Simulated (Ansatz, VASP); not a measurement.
## Mg in VASP and in Ansatz

```
CELL_PARAMETERS angstrom
3.20713 0.00000 0.00000
-1.60356 2.77745 0.00000
0.00000 0.00000 5.16345
ATOMIC_POSITIONS crystal
Mg 0.33333 0.66667 0.25000
Mg 0.66667 0.33333 0.75000
```

Alike in both runs: functional PBE; k mesh 15 × 15 × 8; occupations fermi-dirac, width 0.15 eV; no spin polarisation.

Ansatz relaxed the structure, and its values are those at the end. VASP's run is a single point on that final structure, the one shown.

```csv
,VASP,Ansatz
version,VASP 6.6.1,Ansatz 0.2.0
potentials or method,"VASP PAW PBE potentials, release 64 (Mg)","scalar-relativistic, plane waves, PAW"
plane-wave cutoff (eV),520,420
valence electrons in the cell,4,20
```

VASP gave:

| Item | Value |
| --- | --- |
| gap on the k mesh at the Fermi level (eV) | none |
| pressure (GPa) | -0.1 |

Question: Which values does Ansatz return?

Answer: gap on the k mesh at the Fermi level (eV): none; pressure (GPa): 0.0.

A gap of «none» marks a metal or a gap that the smearing closes. The two sets of potentials don't hold the same shells in valence.
